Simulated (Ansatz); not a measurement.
**In: from a trial structure to a relaxed crystal**

Theory: Ansatz, DFT PBEsol, scalar-relativistic, plane waves, PAW. Cutoff 420 eV, Γ-centred k mesh, Gaussian smearing, no spin polarisation in the final step.

In was placed on the diamond structure type (Fd-3m, No. 227), at a guessed volume.

```
CELL_PARAMETERS angstrom
0.00000 3.11248 3.11248
3.11248 0.00000 3.11248
3.11248 3.11248 0.00000
ATOMIC_POSITIONS crystal
In 0.50000 0.50000 0.50000
In 0.75000 0.75000 0.75000
```

Cell and atoms relax at zero pressure; the relaxation can't lower the symmetry of the start. After a coarse first stage the cell is made exact in the group found at 0.06 Å.

Energies count from the standard state of In at the same level.

(1) Describe the relaxed structure.

(2) What are its volume, energy, density and gap?

## Answers

(1) It keeps Fd-3m (No. 227). The result has the diamond structure. Conventional cell: a = 6.569 Å. Around In lie 4 In at 2.84 Å.

```
In
1.0
     0.00000    3.28471    3.28471
     3.28471    0.00000    3.28471
     3.28471    3.28471    0.00000
In
2
Direct
  0.50000 0.50000 0.50000
  0.75000 0.75000 0.75000
```

(2) The volume per atom is 35.44 Å³ and the density is 5.38 g/cm³. The energy over the standard structure is 0.40 eV/atom and the gap on the 14×14×14 mesh is 0 eV (a metal).

The final run used a 14×14×14 mesh on its 2-atom cell and 0.10 eV smearing. The k mesh leaves about 4 meV/atom of noise in metals. A structure relaxed within its symmetry needn't be a true minimum.